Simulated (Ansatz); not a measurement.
Nb (hcp)

Method: r²SCAN, scalar-relativistic; no spin polarisation; PAW, 500 eV, Γ-centred 16×16×8 mesh, 0.05 eV Gaussian smearing; code Ansatz; PAW files: Ansatz's generated set soft_2.

Space group P6_3/mmc (No. 194). a = 2.859 Å, b = 2.859 Å, c = 5.242 Å, α = 90.00°, β = 90.00°, γ = 120.00°
```json
{"atom": "Nb", "site": "2d", "symmetry": "-6m2", "x": "0.3333", "y": "0.6667", "z": "0.7500"}
```

At room temperature and ambient pressure Nb is bcc.

Q: Which orbitals carry the states at the Fermi level, and how many states are there?

A: Within 0.1 eV of it: Nb 4d 91 % (shares among the projected shells). The density of states at the Fermi level is about 2.7 states/eV per cell, averaged over 0.3 eV.

Density of states (tetrahedra, averaged over 0.4 eV; states/eV per cell of 2 atoms; energy in eV from the Fermi level; projections on Löwdin-orthogonalised atomic orbitals, summed over sites):

```
    E  total  Nb 4d  Nb 5s  Nb 4p  Nb 4s
-6.45   0.04   0.00   0.03   0.00   0.01
-6.05   0.10   0.00   0.08   0.00   0.01
-5.65   0.15   0.00   0.12   0.00   0.02
-5.25   0.20   0.01   0.16   0.01   0.02
-4.85   0.27   0.03   0.21   0.01   0.02
-4.45   0.38   0.07   0.27   0.01   0.03
-4.05   1.25   0.75   0.43   0.02   0.05
-3.65   2.31   1.75   0.47   0.03   0.05
-3.25   2.42   2.00   0.35   0.04   0.03
-2.85   2.39   2.11   0.21   0.04   0.02
-2.45   2.35   2.14   0.15   0.04   0.01
-2.05   2.40   2.26   0.08   0.04   0.00
-1.65   2.48   2.32   0.08   0.04   0.00
-1.25   2.31   2.12   0.11   0.03   0.00
-0.85   1.49   1.34   0.08   0.02   0.00
-0.45   2.77   2.53   0.13   0.04   0.00
-0.05   2.72   2.40   0.19   0.04   0.00
 0.35   2.39   2.06   0.21   0.03   0.00
 0.75   1.97   1.70   0.15   0.02   0.00
 1.15   2.18   1.96   0.11   0.01   0.00
 1.55   2.29   2.09   0.09   0.01   0.00
 1.95   1.96   1.80   0.07   0.01   0.00
 2.35   1.77   1.63   0.05   0.00   0.00
 2.75   1.59   1.51   0.04   0.00   0.00
 3.15   1.87   1.77   0.06   0.00   0.00
 3.55   2.06   1.94   0.09   0.00   0.00
 3.95   2.08   1.92   0.11   0.00   0.00
```
